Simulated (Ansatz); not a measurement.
MgS:

```
CELL_PARAMETERS angstrom
0.00000 2.83312 2.83312
2.83312 0.00000 2.83312
2.83312 2.83312 0.00000
ATOMIC_POSITIONS crystal
S 0.25000 0.25000 0.25000
Mg 0.00000 0.00000 0.00000
```

The cell comes from a database or a generator and needn't be the stable form of this composition.

Base run:

```yaml
Program: Ansatz 0.2.0
Functional: HSE06
Potentials_or_basis: all-electron PAW datasets made for the crystal
Cutoff: 250 eV (chosen from the basis error)
k_mesh: 6 × 6 × 6
Occupations: fermi-dirac, width 0.05 eV
Spin: no spin polarisation
```

Its results: band gap on the k mesh 4.51 eV, direct; pressure -0.1 GPa.

Question: The run is repeated on the same cell with these changes: functional from HSE06 to PBEsol; cutoff from 250 eV (chosen from the basis error) to 200 eV (chosen from the basis error). What comes out?

Answer: Band gap on the k mesh 3.28 eV, direct; pressure -0.5 GPa.

HSE06 gives the wider gap, since exact exchange removes part of the self-interaction.

A k mesh can miss the band edges.

The runs don't all hold the same shells in valence.
